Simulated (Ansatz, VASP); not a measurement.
# Cross-check of Si2HF (H-SiSi-F chair bilayer, like faces together) between VASP and Ansatz

Aim: how closely do two programs agree when they are given the same cell, functional and k mesh? The structure shown is the start of the Ansatz relaxation below; VASP solves that cell, so the two are compared at the walk's first step.

Method: plane waves, with VASP 6.6.1 beside it; single point at PBE with D3(BJ), in Ansatz 0.2.0.

### 1. The starting structure

The cell holds 8 atoms: 2 F, 4 Si and 2 H. Its edges and angles: a = 3.663 Å, b = 3.663 Å, c = 50.980 Å, α = 90.0°, β = 90.0°, γ = 120.0°. Vacuum lies along c.

### 2. Ansatz: relaxation, PBE with D3(BJ)

Ansatz runs on its default PAW (the set named soft_2) files.

The two programs are compared at the cell with which this relaxation starts, whose forces are those of its first step.

input.yaml

```yaml
crystal:
  lattice:
    - [3.663, 0.0, 0.0]
    - [-1.8315, 3.1722510541, 0.0]
    - [0.0, 0.0, 50.9799999987]
  atoms:
    - { symbol: F, position: [0.6666666667, 0.3333333333, 0.4021184778] }
    - { symbol: Si, position: [0.6666666667, 0.3333333333, 0.4350725775] }
    - { symbol: Si, position: [0.3333333333, 0.6666666667, 0.4495880737] }
    - { symbol: H, position: [0.3333333333, 0.6666666667, 0.4774421342] }
    - { symbol: F, position: [0.0, 0.0, 0.5978815222] }
    - { symbol: Si, position: [0.0, 0.0, 0.5649274225] }
    - { symbol: Si, position: [0.6666666667, 0.3333333333, 0.5504119263] }
    - { symbol: H, position: [0.6666666667, 0.3333333333, 0.5225578658] }
  periodic: [true, true, false]
kpoints:
  mp_grid: { grid: [12, 12, 1] }
hamiltonian:
  xc: pbe
  dispersion: d3bj
scf:
  occupations: { method: fermi_dirac, width: 0.05 }
  convergence: { dr2_threshold: 1.0e-09 }
relax:
  f_tol: 0.004
  max_steps: 90
  cell: {}
output:
  write_potential: true
  write_density: true
  volumetric_format: npy
```

Started as:

```sh
$ ansatz run input.yaml --threads 4 --pin off --max-ram 6144MiB --backend cpu --events-out ev --progress --plain --runs-dir out
```

Numbers of over 12 decimals in the logs are rounded to 6 here.

Log:

```text
Warning: relax.cell: scf.convergence.dr2_threshold = 1e-9 eV is looser than the 2.00400600735e-10 eV advised for a relaxation that steers and ends on the stress (1e-10 eV for each atom of the cell: 8, times the square of relax.cell.stress_2d_tol = 0.05 N/m over 20.0 Å (the atoms' height at the walk's start and 5 Å past either face), 2.503e-2 GPa, over a crystal's default 0.05). What an SCF threshold leaves in a stress goes as its square root, and in the free energy as the threshold itself, and one threshold admits the most on a small cell: [figures from the program's tests cut] Set scf.convergence.dr2_threshold to 2.00400600735e-10 eV or tighter. [rest of the remark cut]
Engine: ansatz 0.2.0, aarch64-unknown-linux-gnu
Pseudopotentials: kind: paw
Pseudopotential: F, paw, valence charge 7, recommended cutoff 420 eV (normal), F.paw.azcp
Pseudopotential: Si, paw, valence charge 4, recommended cutoff 420 eV (normal), Si.paw.azcp
Pseudopotential: H, paw, valence charge 1, recommended cutoff 420 eV (normal), H.paw.azcp
Functional definition: PBE
  parameter kappa = 0.804
  parameter beta = 0.066725
  exchange = pbe_x(kappa = kappa, mu = beta*pi^2/3)
  correlation = pbe_c(beta = beta)
Crystal: 8 atoms, lattice volume = 592.385 Å³
Basis set: ecut = 420 eV, 11487 PW (Γ), exchange–correlation on 50×50×720 points (8 copies of the dense FFT grid, shifted against one another)
Bands: 24, of which v1, the nominal top of the filled ones, is band 16 counted from 1 (15 counted from 0)
Symmetry: 6 space group operations
Space group: P3m1 (ITA 156), of the structure as read, at distance tolerance 8.4e-5 Å
k-points: 19 of 144 (time reversal used)
Non-local potential: F, projectors of the file, l = 0: 2, l = 1: 2, l = 2: 1
Non-local potential: Si, projectors of the file, l = 0: 2, l = 1: 2, l = 2: 2
Non-local potential: H, projectors of the file, l = 0: 2, l = 1: 1
PAW form: soft (Blöchl's): semilocal exchange-correlation on the pseudo side does not see the compensation charge
PAW one-centre angular grid: F, 110 points (default); XC on 64 Gauss nodes
PAW one-centre angular grid: Si, 110 points (default); XC on 64 Gauss nodes
PAW one-centre angular grid: H, 110 points (default); XC on 64 Gauss nodes
Initial density: superposition of atomic densities (neutral atoms: chi_scale 0, normalization atom), corrected by the library's trained network
Initial wavefunctions: pseudopotential atomic-orbital guess
Functional: x = pbe(κ = 0.804, μ = 0.219515), c = pbe(β = 0.066725)
SCF iter   1: F=—  HF=-4193.010761 eV  |F-HF|=—  |Δ(HF+E_count)|=         —  Δρ=1.60e-3  dr2=3.86e-2  ethr=1.77e-3  ⟨swp⟩=17.5  Hψ=4722  notcnv=0  defer=5
preconditioner: auto → Resta (q_TF=auto, 1.677 Å⁻¹)  ε∞=1.7  [insulator: Δε(μ)=1.479 eV  Ē_g=9.492 eV  σ=0.050 eV  W_gap=1.00  n_scr=26 (ndim 8)  ℏωp=8.1 eV  f_vac=0.756  D(μ)=0.00/eV (n_scr^D=0)  ε∞_Penn≈1.7  vacuum switching on, ρ_ref=6.5e-3 e/Å³]
SCF iter   2: F=—  HF=-4193.007154 eV  |F-HF|=—  |Δ(HF+E_count)|=   3.61e-3  Δρ=8.44e-4  dr2=9.59e-3  ethr=1.21e-4  ⟨swp⟩=4.3  Hψ=1103  notcnv=0  defer=48
SCF iter   3: F=—  HF=-4193.006732 eV  |F-HF|=—  |Δ(HF+E_count)|=   4.23e-4  Δρ=5.23e-4  dr2=1.91e-3  ethr=3.00e-5  ⟨swp⟩=3.1  Hψ=753  notcnv=0  defer=48
SCF iter   4: F=—  HF=-4193.007363 eV  |F-HF|=—  |Δ(HF+E_count)|=   6.31e-4  Δρ=2.79e-4  dr2=4.92e-4  ethr=5.98e-6  ⟨swp⟩=3.5  Hψ=900  notcnv=0  defer=48
SCF iter   5: F=—  HF=-4193.007589 eV  |F-HF|=—  |Δ(HF+E_count)|=   2.26e-4  Δρ=5.29e-5  dr2=2.70e-5  ethr=1.54e-6  ⟨swp⟩=2.7  Hψ=783  notcnv=0  defer=48
SCF iter   6: F=—  HF=-4193.007399 eV  |F-HF|=—  |Δ(HF+E_count)|=   1.90e-4  Δρ=1.28e-5  dr2=1.18e-6  ethr=8.44e-8  ⟨swp⟩=3.2  Hψ=935  notcnv=0  defer=48
SCF iter   7: F=—  HF=-4193.007415 eV  |F-HF|=—  |Δ(HF+E_count)|=   1.56e-5  Δρ=3.25e-6  dr2=7.73e-8  ethr=3.69e-9  ⟨swp⟩=2.8  Hψ=858  notcnv=0  defer=48
SCF iter   8: F=—  HF=-4193.007415 eV  |F-HF|=—  |Δ(HF+E_count)|=   1.84e-7  Δρ=3.40e-6  dr2=1.03e-7  ethr=2.42e-10  ⟨swp⟩=2.8  Hψ=828  notcnv=0  defer=48
SCF iter   9: F=-4193.007415 eV  HF=-4193.007415 eV  |F-HF|=2.80e-9  |Δ(HF+E_count)|=   1.11e-9  Δρ=3.14e-7  dr2=4.05e-10  ethr=3.13e-12  ⟨swp⟩=11.8  Hψ=4290  notcnv=0
SCF 1 converged in 9 iterations: F = -4193.007415 eV  dr2 = 4.05e-10
  greatest PAW one-centre occupation: 0.932 electrons in one spin orbital (limit 2), on the F atom at site 4 (counted from 0), in its partial waves of l = 0
[...]
SCF iter   5: F=—  HF=-4193.781616 eV  |F-HF|=—  |Δ(HF+E_count)|=   2.12e-5  Δρ=2.81e-6  dr2=3.90e-8  ethr=1.12e-9  ⟨swp⟩=3.3  Hψ=996  notcnv=0
SCF iter   6: F=—  HF=-4193.781616 eV  |F-HF|=—  |Δ(HF+E_count)|=   1.56e-8  Δρ=6.41e-7  dr2=1.81e-9  ethr=1.22e-10  ⟨swp⟩=2.7  Hψ=832  notcnv=0
SCF iter   7: F=-4193.781616 eV  HF=-4193.781616 eV  |F-HF|=2.35e-10  |Δ(HF+E_count)|=   2.13e-9  Δρ=1.55e-7  dr2=1.04e-10  ethr=3.13e-12  ⟨swp⟩=11.3  Hψ=3455  notcnv=0
SCF 10 converged in 7 iterations: F = -4193.781616 eV  dr2 = 1.04e-10
relax step  10: F+E_penalty+E_count = -4193.78161562 eV  Δ(F+E_penalty+E_count) = +3.360e-4 eV  max|allowed force component| = 1.120e-3 eV/Å  Δτ_max = 0.0020 Å  P = +0.004 N/m  Ω = 670.816 Å³  energy of the carried Pulay correction = -2.381e-3 eV  fix = [c, alpha, beta]  reactions: c +0.000 N/m  (7 SCF iters, accepted)
iter 1 solved again at ethr=1.16e-6 eV; its pass at ethr=3.10e-3 eV (dr2=3.72e-4 eV) is discarded
SCF iter   1: F=—  HF=-4193.783019 eV  |F-HF|=—  |Δ(HF+E_count)|=         —  Δρ=4.16e-5  dr2=1.20e-6  ethr=1.16e-6  ⟨swp⟩=4.5  Hψ=5934  notcnv=0
eigensolver tolerance schedule: the retry pair's looser diagonalisation over-reported the residual by 309.94 of it (diagonalisation noise at 0.13 of the residual, at the tolerance the schedule requests for it); recorded, not acted on — ethr = c·dr2/N_el stays at c = 1.0e-1
preconditioner: auto → Resta (q_TF=auto, 1.643 Å⁻¹)  ε∞=1.6  [insulator: Δε(μ)=1.517 eV  Ē_g=9.470 eV  σ=0.050 eV  W_gap=1.00  n_scr=26 (ndim 8)  ℏωp=7.6 eV  f_vac=0.779  D(μ)=0.00/eV (n_scr^D=0)  ε∞_Penn≈1.6  vacuum switching on, ρ_ref=6.5e-3 e/Å³]
SCF iter   2: F=—  HF=-4193.783803 eV  |F-HF|=—  |Δ(HF+E_count)|=   7.84e-4  Δρ=1.91e-5  dr2=3.21e-7  ethr=3.74e-9  ⟨swp⟩=3.8  Hψ=1150  notcnv=0
SCF iter   3: F=—  HF=-4193.784016 eV  |F-HF|=—  |Δ(HF+E_count)|=   2.13e-4  Δρ=7.89e-6  dr2=1.06e-7  ethr=1.00e-9  ⟨swp⟩=2.3  Hψ=738  notcnv=0
SCF iter   4: F=—  HF=-4193.784074 eV  |F-HF|=—  |Δ(HF+E_count)|=   5.82e-5  Δρ=1.61e-6  dr2=2.11e-8  ethr=3.32e-10  ⟨swp⟩=2.8  Hψ=862  notcnv=0
SCF iter   5: F=-4193.784078 eV  HF=-4193.784077 eV  |F-HF|=5.36e-7  |Δ(HF+E_count)|=   2.98e-6  Δρ=4.49e-7  dr2=4.92e-10  ethr=3.13e-12  ⟨swp⟩=14.1  Hψ=4187  notcnv=0
SCF 11 converged in 5 iterations: F = -4193.784078 eV  dr2 = 4.92e-10
relax step  11: F+E_penalty+E_count = -4193.78407786 eV  Δ(F+E_penalty+E_count) = -2.462e-3 eV  max|allowed force component| = 1.106e-3 eV/Å  Δτ_max = 0.0000 Å  P = +0.019 N/m  Ω = 670.816 Å³  fix = [c, alpha, beta]  reactions: c +0.000 N/m  stress off target by 1.92e-2 N/m on what of the cell is left free  SCF on the basis re-selected at this cell (its energy is not comparable with the rows above)  (5 SCF iters)
basis re-selected at this cell: Δ(F+E_penalty+E_count) = -2.462e-3 eV, ΔP = +0.015 N/m vs the last step (what re-selecting the basis moved, of the pressure what is left beyond the Pulay correction that the steps carried, after the strain that the cell walked since its last selection, with what the two solves' SCF thresholds leave and, on support functions, any second-order correction that the steps lacked; it is no m [...]
WARN: The output density's exchange-correlation potential varies sharply where the density is thin. Do not read a vacuum level from v_tot or v_xc, or from such a field of the output density. On a cell that repeats whose density bears no net charge and no dipole along the vacuum's axis use v_es (v_loc + v_h of the components); under efield.dipole_correction with no amplitude use v_es + v_field, which holds any externa [...]
SCF converged after 5 iterations
Free energy (F): -4193.784078 eV
Harris-Foulkes:  -4193.784077 eV  (|F-HF|=5.36e-7)
Internal energy: -4193.784078 eV  (E = F + TS)
E sigma→0 (E₀):  -4193.784078 eV
Entropy (-TS):   -0.000000 eV (-0.000 meV/atom)
Fermi energy:    -5.994976 eV
--- Per-component energies (eV) ---
  E_band       = -453.273984
  E_kinetic    = 602.602229
  E_local      = -63787.867615  (includes V_loc(G=0)·N_el)
  E_nonlocal   = 252.548601
  E_hartree    = 31517.861504
  E_xc         = -397.051459
  E_vxc        = -412.859227  (∫ρ·V_xc dr)
  E_paw        = -2453.306434  (= ΣΔE_a)
  E_vpaw       = -143.423646  (= ΣTr[D̂ρ^β])
  E_aug_tail   = 0.001731  (compensation charges beyond the density's cutoff)
  E_ewald      = 30072.334018
  E_disp       = -0.906653  (pairwise vdW)
  E_smearing   = -0.000000  (= −TS)
  E_closure    = -0.000000  (closes the sum)
  Σ components = -4193.784078   (vs F -4193.784078, Δ=0.00e0)
--- Forces (eV/Å), atoms counted from 1 ---
  atom   1  F     -0.00000000    -0.00000000     0.00009321
  atom   2  Si     0.00000000     0.00000000    -0.00049789
  atom   3  Si     0.00000000    -0.00000000     0.00087717
  atom   4  H      0.00000000    -0.00000000    -0.00046732
  atom   5  F      0.00000000    -0.00000000    -0.00004529
  atom   6  Si     0.00000000     0.00000000     0.00071976
  atom   7  Si     0.00000000    -0.00000000    -0.00110562
  atom   8  H      0.00000000    -0.00000000     0.00042636
  max |Σ_I F_I| component: 3.89e-7 eV/Å
--- 2D stress c σ (N/m, compression-positive) ---
        0.019196       0.000000       0.000000
        0.000000       0.019196       0.000000
        0.000000       0.000000       0.000000
  P = ½ c Tr σ = 0.0192 N/m
--- Band table (eV; the first three rows and the last of 19) ---
  k-point 0: bands = [... 12 lower, -6.8115, -6.8115, -6.7864, -6.7864, -5.2699, -5.0462, -2.9635, -2.9635, ... 4 higher]
  k-point 1: bands = [... 12 lower, -7.4050, -7.3797, -6.9533, -6.9210, -4.8939, -4.6866, -3.0441, -3.0004, ... 4 higher]
  k-point 2: bands = [... 12 lower, -8.4520, -8.2811, -7.2702, -7.2287, -4.6022, -4.3683, -3.2393, -3.0622, ... 4 higher]
  k-point 18: bands = [... 12 lower, -9.8134, -9.6745, -9.5451, -9.4043, -3.3446, -3.1799, -2.2771, -1.6988, ... 4 higher]
  the weakly bound empty levels are not read free of the cell's end (no_gap_told)
--- Relaxed structure (9 steps of the walk, 9 accepted, 2 SCFs on fresh bases) ---
  F+E_penalty+E_count = -4193.78407786 eV   max|allowed force component| = 1.106e-3 eV/Å   (the final SCF, on the basis selected at the relaxed cell)
  cell:  # Å, volume = 670.8163 Å³
    - [3.897953, 0.0, 0]
    - [-1.948976, 3.375726, 0]
    - [0, 0, 50.9799999987]
  atoms:
    - { symbol: F, position: [0.666667, 0.333333, 0.413140] }
    - { symbol: Si, position: [0.666667, 0.333333, 0.444944] }
    - { symbol: Si, position: [0.333333, 0.666667, 0.458868] }
    - { symbol: H, position: [0.333333, 0.666667, 0.488294] }
    - { symbol: F, position: [1.4068133321472653e-17, -9.907678825825087e-17, 0.586854] }
    - { symbol: Si, position: [1.441004409647226e-17, -9.839296670825166e-17, 0.555050] }
    - { symbol: Si, position: [0.666667, 0.333333, 0.541139] }
    - { symbol: H, position: [0.666667, 0.333333, 0.511710] }
```

Reading the cycles: dr2 is the Hartree energy of the density residual (eV), the measure of convergence; HF is the Harris–Foulkes estimate of the energy, which meets the free energy F at convergence.

(Continued in part 2 of 2.)

[Lines on the potential files, build, host, timing and source positions are cut from VASP's logs without a mark.]

[Logs are printed without paths, hosts, clocks, repeated set-up lines and the standing remarks that a program may print on its own settings, such as how far it seeks lower states.]

[Hosts, paths, dates, database ids (printed as entryN), source tags and the programs' standing remarks are cut or masked in the printed files.]
